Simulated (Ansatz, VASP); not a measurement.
## Re: VASP beside Ansatz

INCAR

```
PREC = Accurate
ENCUT = 520
EDIFF = 1E-6
ISMEAR = -1
SIGMA = 0.08
LREAL = False
LASPH = True
NELM = 100
ALGO = Normal
ISIF = 2
LWAVE = False
LCHARG = False
GGA = PE
NBANDS = 14
```

Contents of KPOINTS:

```
regular mesh
0
Gamma
  16 16 9
```

POSCAR

```
Re
1.0
    2.4053660355      0.0000000000      0.0000000000
   -1.2026830178      2.0831080922      0.0000000000
    0.0000000000      0.0000000000      3.8799034052
Re
2
Direct
    0.3333333333      0.6666666667      0.2500000000
    0.6666666667      0.3333333333      0.7500000000
```

Input for Ansatz:

```yaml
crystal:
  lattice:
    - [2.4053660355, 0.0, 0.0]
    - [-1.2026830178, 2.0831080922, 0.0]
    - [0.0, 0.0, 3.8799034052]
  atoms:
    - { symbol: Re, position: [0.3333333333, 0.6666666667, 0.25] }
    - { symbol: Re, position: [0.6666666667, 0.3333333333, 0.75] }
kpoints:
  mp_grid: { grid: [16, 16, 9] }
scf:
  occupations: { method: fermi_dirac, width: 0.08 }
hamiltonian:
  xc: pbe
  pseudopotentials: { kind: paw }
output:
  forces: true
  stress: true
  eigenvalues: true
  populations: true
```

Change from the starting cell: volume scaled by 0.65, PAW files.

Alike in both runs: task single point; functional PBE; k mesh 16 × 16 × 9; occupations fermi-dirac, width 0.08 eV; no spin polarisation.

```csv
,VASP,Ansatz
version,VASP 6.6.1,Ansatz 0.2.0
potentials or method,"VASP PAW PBE potentials, release 64 (Re)","PAW with Ansatz's default frozen-core files, scalar-relativistic"
plane-wave cutoff (eV),520,420
valence electrons in the cell,14,30
```

|  | VASP | Ansatz | Ansatz less VASP |
| --- | --- | --- | --- |
| pressure (GPa) | 400.3 | 389.6 | -10.66 |
| largest component of the traceless stress (GPa) | 0.47 | 0.23 | -0.243 |

With one functional, cell and mesh, what is left measures potentials, basis and numerics. The two sets of potentials don't hold the same shells in valence.

Caveats: the cell as given lies far from equilibrium; so large a pressure means that the cell lies far from this level's equilibrium, or that cutoff or potentials fall short (VASP). Spin-orbit coupling is left out, which matters for the levels of Re.
